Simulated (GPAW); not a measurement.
# BP (F-43m) in GPAW: a series of runs, part 2 of 2

GPAW 26.7.0. Earlier steps stand in the parts before.

## (5) Band structure, BEEF-vdW

File run.py:

```python
import spglib
from ase import Atoms
from ase.dft.bandgap import bandgap
from ase.io import read, write
from gpaw import GPAW, PW

atoms = read('BP.cif')
cell, positions, numbers = spglib.find_primitive(
    (atoms.cell[:], atoms.get_scaled_positions(), atoms.numbers), symprec=1e-4)
atoms = Atoms(numbers, cell=cell, scaled_positions=positions, pbc=True)

calc = GPAW(mode=PW(800),
            xc={'name': 'BEEF-vdW', 'backend': 'libvdwxc'},
            kpts={'size': (10, 10, 10), 'gamma': True},
            occupations={'name': 'fermi-dirac', 'width': 0.05},
            nbands=11,
            convergence={'density': 1e-05, 'energy': 1e-05},
            maxiter=150,
            txt='gpaw.txt')
atoms.calc = calc
energy = atoms.get_potential_energy()
forces = atoms.get_forces()
calc.write('gs.gpw')
write('result.traj', atoms)
print(f'Energy: {energy:.6f} eV')
print('Forces (eV/A):')
print(forces.round(4))
print('Fermi level:', round(calc.get_fermi_level(), 4), 'eV')
print(f'Gap: {bandgap(calc)[0]:.4f} eV, direct: {bandgap(calc, direct=True)[0]:.4f} eV')

path = atoms.cell.bandpath('GXWKGLUWLK,UX', npoints=80, eps=1e-4)
bs_calc = calc.fixed_density(kpts=path, symmetry='off', nbands=19,
                             convergence={'bands': 'CBM+6.0', 'eigenstates': 1e-6}, txt='bands.txt')
bs = bs_calc.band_structure()
bs.write('bs.json')
print(f'Gap on the path: {bandgap(bs_calc)[0]:.4f} eV')
```

File BP.cif:

```cif
data_BP
_cell_length_a 4.53800000
_cell_length_b 4.53800000
_cell_length_c 4.53800000
_cell_angle_alpha 90.00000000
_cell_angle_beta 90.00000000
_cell_angle_gamma 90.00000000
_space_group_name_H-M_alt 'F-43m'
_space_group_name_Hall 'F -4 2 3'
_space_group_IT_number 216
loop_
_space_group_symop_operation_xyz
'x,y,z'
'y,-x,-z'
'-x,-y,z'
'-y,x,-z'
'x,-y,-z'
'y,x,z'
'-x,y,-z'
'-y,-x,z'
'z,x,y'
'-z,y,-x'
'z,-x,-y'
'-z,-y,x'
'-z,x,-y'
'z,y,x'
'-z,-x,y'
'z,-y,-x'
'y,z,x'
'-x,-z,y'
'-y,z,-x'
'x,-z,-y'
'-y,-z,x'
'x,z,y'
'y,-z,-x'
'-x,z,-y'
'x,y+1/2,z+1/2'
'y,-x+1/2,-z+1/2'
'-x,-y+1/2,z+1/2'
'-y,x+1/2,-z+1/2'
'x,-y+1/2,-z+1/2'
'y,x+1/2,z+1/2'
'-x,y+1/2,-z+1/2'
'-y,-x+1/2,z+1/2'
'z,x+1/2,y+1/2'
'-z,y+1/2,-x+1/2'
'z,-x+1/2,-y+1/2'
'-z,-y+1/2,x+1/2'
'-z,x+1/2,-y+1/2'
'z,y+1/2,x+1/2'
'-z,-x+1/2,y+1/2'
'z,-y+1/2,-x+1/2'
'y,z+1/2,x+1/2'
'-x,-z+1/2,y+1/2'
'-y,z+1/2,-x+1/2'
'x,-z+1/2,-y+1/2'
'-y,-z+1/2,x+1/2'
'x,z+1/2,y+1/2'
'y,-z+1/2,-x+1/2'
'-x,z+1/2,-y+1/2'
'x+1/2,y,z+1/2'
'y+1/2,-x,-z+1/2'
'-x+1/2,-y,z+1/2'
'-y+1/2,x,-z+1/2'
'x+1/2,-y,-z+1/2'
'y+1/2,x,z+1/2'
'-x+1/2,y,-z+1/2'
'-y+1/2,-x,z+1/2'
'z+1/2,x,y+1/2'
'-z+1/2,y,-x+1/2'
'z+1/2,-x,-y+1/2'
'-z+1/2,-y,x+1/2'
'-z+1/2,x,-y+1/2'
'z+1/2,y,x+1/2'
'-z+1/2,-x,y+1/2'
'z+1/2,-y,-x+1/2'
'y+1/2,z,x+1/2'
'-x+1/2,-z,y+1/2'
'-y+1/2,z,-x+1/2'
'x+1/2,-z,-y+1/2'
'-y+1/2,-z,x+1/2'
'x+1/2,z,y+1/2'
'y+1/2,-z,-x+1/2'
'-x+1/2,z,-y+1/2'
'x+1/2,y+1/2,z'
'y+1/2,-x+1/2,-z'
'-x+1/2,-y+1/2,z'
'-y+1/2,x+1/2,-z'
'x+1/2,-y+1/2,-z'
'y+1/2,x+1/2,z'
'-x+1/2,y+1/2,-z'
'-y+1/2,-x+1/2,z'
'z+1/2,x+1/2,y'
'-z+1/2,y+1/2,-x'
'z+1/2,-x+1/2,-y'
'-z+1/2,-y+1/2,x'
'-z+1/2,x+1/2,-y'
'z+1/2,y+1/2,x'
'-z+1/2,-x+1/2,y'
'z+1/2,-y+1/2,-x'
'y+1/2,z+1/2,x'
'-x+1/2,-z+1/2,y'
'-y+1/2,z+1/2,-x'
'x+1/2,-z+1/2,-y'
'-y+1/2,-z+1/2,x'
'x+1/2,z+1/2,y'
'y+1/2,-z+1/2,-x'
'-x+1/2,z+1/2,-y'
loop_
_atom_site_label
_atom_site_type_symbol
_atom_site_symmetry_multiplicity
_atom_site_Wyckoff_symbol
_atom_site_fract_x
_atom_site_fract_y
_atom_site_fract_z
_atom_site_occupancy
P1 P 4 c 0.2500000000 0.2500000000 0.2500000000 1
B1 B 4 a 0.0000000000 0.0000000000 0.0000000000 1
```

Potentials or basis: GPAW PAW data sets (gpaw-data 1.2.1), pw.

Run with:

```bash
$ OMP_NUM_THREADS=1 python run.py
```

gpaw.txt:

```text
__  _  _
 | _ |_)|_||  |
 |__||  | ||/\| - 26.7.0

Input parameters:
  mode=PW(ecut=800.0),
  convergence={'density': 1e-05, 'energy': 1e-05},
  kpts=MonkhorstPack(size=(10, 10, 10), gamma=True),
  maxiter=150,
  nbands=11,
  occupations=Occupations(name='fermi-dirac', width=0.05),
  xc=XC(name='BEEF-vdW', backend='libvdwxc')

Diagonalizing LCAO Hamiltonian
Converting LCAO to pw mode

           P
       B

Atoms  # Å, Bohr magnetons
|   | symbol |        x |        y |        z |    initial magnetic moments |
|---|--------|----------|----------|----------|-----------------------------|
| 0 |      P | 1.134500 | 1.134500 | 1.134500 | ( 0.0000,  0.0000,  0.0000) |
| 1 |      B | 0.000000 | 0.000000 | 0.000000 | ( 0.0000,  0.0000,  0.0000) |

Unit cell  # Å
| periodic |        x |        y |        z |  lengths |    angles |
|----------|----------|----------|----------|----------|-----------|
|      yes | 0.000000 | 2.269000 | 2.269000 | 3.208851 | 60.000000 |
|      yes | 2.269000 | 0.000000 | 2.269000 | 3.208851 | 60.000000 |
|      yes | 2.269000 | 2.269000 | 0.000000 | 3.208851 | 60.000000 |

Number of symmetries: 24
Symmetry operations  # r_c * U_cc + t_c -> r_c
|    | kind |            matrix            |
|----|------|------------------------------|
|  0 |  E   |  1, 0, 0,  0, 1, 0,  0, 0, 1 |
|  1 |  σ   |  1, 0, 0,  0, 0, 1,  0, 1, 0 |
|  2 |  σ   |  1, 0,-1,  0, 1,-1,  0, 0,-1 |
|  3 |  C3  |  1, 0,-1,  0, 0,-1,  0, 1,-1 |
|  4 |  C3  |  1,-1, 0,  0,-1, 1,  0,-1, 0 |
|  5 |  σ   |  1,-1, 0,  0,-1, 0,  0,-1, 1 |
|  6 |  σ   |  0, 1, 0,  1, 0, 0,  0, 0, 1 |
|  7 |  C3  |  0, 1, 0,  0, 0, 1,  1, 0, 0 |
|  8 |  C2  |  0, 1,-1,  1, 0,-1,  0, 0,-1 |
|  9 |  S4  |  0, 1,-1,  0, 0,-1,  1, 0,-1 |
| 10 |  C3  |  0, 0, 1,  1, 0, 0,  0, 1, 0 |
| 11 |  σ   |  0, 0, 1,  0, 1, 0,  1, 0, 0 |
| 12 |  S4  |  0, 0,-1,  1, 0,-1,  0, 1,-1 |
| 13 |  C3  |  0, 0,-1,  0, 1,-1,  1, 0,-1 |
| 14 |  S4  |  0,-1, 1,  1,-1, 0,  0,-1, 0 |
| 15 |  C2  |  0,-1, 1,  0,-1, 0,  1,-1, 0 |
| 16 |  C3  |  0,-1, 0,  1,-1, 0,  0,-1, 1 |
| 17 |  S4  |  0,-1, 0,  0,-1, 1,  1,-1, 0 |
| 18 |  S4  | -1, 1, 0, -1, 0, 1, -1, 0, 0 |
| 19 |  C3  | -1, 1, 0, -1, 0, 0, -1, 0, 1 |
| 20 |  C3  | -1, 0, 1, -1, 1, 0, -1, 0, 0 |
| 21 |  S4  | -1, 0, 1, -1, 0, 0, -1, 1, 0 |
| 22 |  σ   | -1, 0, 0, -1, 1, 0, -1, 0, 1 |
| 23 |  C2  | -1, 0, 0, -1, 0, 1, -1, 1, 0 |

BZ-sampling:
  Number of BZ points: 1000
  Number of IBZ points: 47

  Monkhorst-Pack size: [10, 10, 10]
  Monkhorst-Pack shift: [0.05, 0.05, 0.05]
[... 71 lines left out ...]
    compensation charges:
      type: gauss
      rc: 0.20  # [Å]
      lmax: 2
    cutoffs:
      filter: 1.14  # [Å]
      core: 1.38  # [Å]
    projectors
    | kind |    occ | energy [eV] | rcut [Å] |
    |------|--------|-------------|----------|
    |   2s |  2.000 |      -9.443 |    0.635 |
    |   2p |  1.000 |      -3.606 |    0.635 |
    |    s |        |      17.768 |    0.635 |
    |    p |        |      23.605 |    0.635 |
    |    d |        |       0.000 |    0.635 |

    Using partial waves for B as LCAO basis

Reference energy: -9972.403226  # eV

eigensolver:
  PPCG
  Converge bands: occupied
  niter=2

density mixing:
  MSR1-Mixer
  Pratt-step length: 0.05
  Maximum mixing coefficient: 0.75
  Old densities: 10
  SVD Regularization: 0.005
  Good broyden scale: 1.0
  Trust region scale: 1.0
  Backstep threshold: 4.0
  History deletion threshold: 6.0
  Fourier metric: weight=20.0, sigma=0.015

occupation numbers:
  Fermi-Dirac:
    width: 0.0500  # eV

poisson solver:
  ecut: 6400.0  # eV

xc functional:
  name: vdW-BEEF with libvdwxc
  Mode: serial
  Semilocal: BEEVDW with 2 nearest neighbor stencil
  Corresponding non-local functional: vdW-DF2
  Local blocksize: 42 x 42 x 42
  PAW datasets: PBE

convergence criteria:
- Maximum integral of absolute [dens]ity change: 1e-05 electrons / valence electron
- Maximum [total energy] change in last 3 cyles: 1e-05 eV / valence electron
- Maximum integral of absolute [eigenst]ate change: 4e-08 eV^2 / valence electron
maximum number of iterations: 150

SCF iterations
|iter     | |      energy | eigst |  dens |
|---------|-|-------------|-------|-------|
|iter:   1| |  -48.318399 | +0.13 |       |
|iter:   2| |  -48.218234 | -2.05 | -0.71 |
|iter:   3| |  -47.810669 | -1.39 | -0.74 |
|iter:   4| |  -47.809382 | -2.84 | -1.40 |
|iter:   5| |  -47.809998 | -3.86 | -1.92 |
|iter:   6| |  -47.810087 | -5.24 | -2.60 |
|iter:   7| |  -47.810088 | -6.54 | -3.59 |
|iter:   8| |  -47.810089c| -7.56c| -4.17 |
|iter:   9| |  -47.810089c| -8.03c| -5.23c|

Converged in 9 steps
Energy contributions relative to reference atoms: (reference = -9972.403226)

Energy contributions:
  Kinetic:          14.644480
  Coulomb:         -12.634759
  Zero:             -0.038961
  External:          0.000000
  Xc:              -49.780849
  Entropy:          -0.000000
  Spinorbit:         0.000000
  ----------------------------
  Free energy:     -47.810089
  Extrapolated:    -47.810089

dipole moment: (-10.561522, -10.561522, -10.561522)  # |e|*Ang

Fermi level: 8.644
Eigenvalues  # (at kpt = [0.000, 0.000, 0.000])
| band index |      eig [eV] | occ [0-2] |
|------------|---------------|-----------|
|          0 |        -7.471 |     2.000 |
|          1 |         7.953 |     2.000 |
|          2 |         7.953 |     2.000 |
|          3 |         7.953 |     2.000 |
|          4 |        11.416 |     0.000 |
|          5 |        11.416 |     0.000 |
|          6 |        11.416 |     0.000 |
|          7 |        15.387 |     0.000 |
|          8 |        19.952 |     0.000 |
|          9 |        20.022 |     0.000 |
|         10 |        20.022 |     0.000 |

Gap: 1.419 eV
Transition (v -> c):
  (s=0, k=0, n=3, [0.00, 0.00, 0.00]) -> (s=0, k=24, n=4, [0.40, 0.40, 0.00])
Direct/indirect transitions are different
Direct gap: 3.463 eV
Transition at: (s=0, k=0, n=3, [0.00, 0.00, 0.00])

Forces  # eV/Ang
|        x |        y |        z |
|----------|----------|----------|
| -0.00000 | -0.00000 |  0.00000 |  # P    0
|  0.00000 | -0.00000 | -0.00000 |  # B    1

# Writing to gs.gpw (mode='')
```

It took 24 s on 1 thread of Intel Xeon Platinum 8488C (Sapphire Rapids), shared host; peak memory 0.24 GiB.

What came out:

- Free energy: -47.8101 eV
- Band gap on the k mesh: 1.42 eV, indirect (least direct gap 3.46 eV)
- Band gap along the path: 1.42 eV, indirect (least direct gap 3.46 eV)

Levels at the corners of the path, in eV from the valence-band top:
```tsv
point	band 1	band 2	band 3	band 4	band 5	band 6	band 7	band 8
Γ	-15.42	0.00	0.00	0.00	3.46	3.46	3.46	7.43
X	-10.59	-8.59	-4.08	-4.08	1.52	1.88	12.18	12.18
W	-10.33	-8.09	-5.58	-5.38	5.52	6.92	7.36	7.50
K	-10.61	-8.18	-6.12	-3.48	2.34	6.16	9.80	10.68
Γ	-15.42	0.00	0.00	0.00	3.46	3.46	3.46	7.43
L	-12.13	-8.96	-1.75	-1.75	3.87	4.81	4.81	10.48
U	-10.61	-8.18	-6.12	-3.48	2.34	6.16	9.80	10.68
W	-10.33	-8.09	-5.58	-5.38	5.52	6.92	7.36	7.50
L	-12.13	-8.96	-1.75	-1.75	3.87	4.81	4.81	10.48
K	-10.61	-8.18	-6.12	-3.48	2.34	6.16	9.80	10.68
U	-10.61	-8.18	-6.12	-3.48	2.34	6.16	9.80	10.68
X	-10.59	-8.59	-4.08	-4.08	1.52	1.88	12.18	12.18
```

Caveat: the PAW data sets were made with another functional, which shifts forces and pressure a little.

## (6) Summary

| task | level | potentials or basis | k mesh | cutoff (eV) | smearing | response ecut | response k mesh | response bands | kernels | coarser k mesh | gap on the mesh (eV) |
| --- | --- | --- | --- | --- | --- | --- | --- | --- | --- | --- | --- |
| dielectric tensor | PBE | GPAW PAW data sets (gpaw-data 1.2.1), pw | 8 × 8 × 8 | 600 | fermi-dirac 0.001 eV | 80 eV | 25 × 25 × 25 | 24 | ["RPA", "LR0.1", "ALDA"] | 18 × 18 × 18 | 1.27 |
| band structure | TASK | GPAW PAW data sets (gpaw-data 1.2.1), pw | 10 × 10 × 10 | 800 | fermi-dirac 0.05 eV | - | - | - | - | - | 1.50 |
| equation of state | BLYP+D3(BJ) | PAW data sets generated in the run's folder for this functional, pw | 10 × 10 × 10 | 800 | fermi-dirac 0.05 eV | - | - | - | - | - | - |
| band structure | BEEF-vdW | GPAW PAW data sets (gpaw-data 1.2.1), pw | 10 × 10 × 10 | 800 | fermi-dirac 0.05 eV | - | - | - | - | - | 1.42 |

Alike in all rows: no spin polarisation; cell as given.

Caveats: the PAW data sets were made with another functional, which shifts forces and pressure a little (some runs); the long-wavelength limit can be off by a per cent or two (some runs); an odd mesh through Γ misses points on the zone boundary, where band edges often lie (some runs).

Total energies depend on the potentials used, so only differences within one code and one set of settings carry meaning.

## (7) How close it comes

Step 4. A measured bulk modulus of BP is 179 GPa (300 K; “Equation of state of single-crystal cubic boron phosphide”, 2014, arxiv:1407.1677); the calculated 167 GPa misses it by -6.8 %. 3 values of this kind are on record (173 to 179 GPa); this one was drawn at random among those near their median, those with a stated uncertainty first. The fit is for a static lattice scaled at fixed shape and fixed fractional positions.
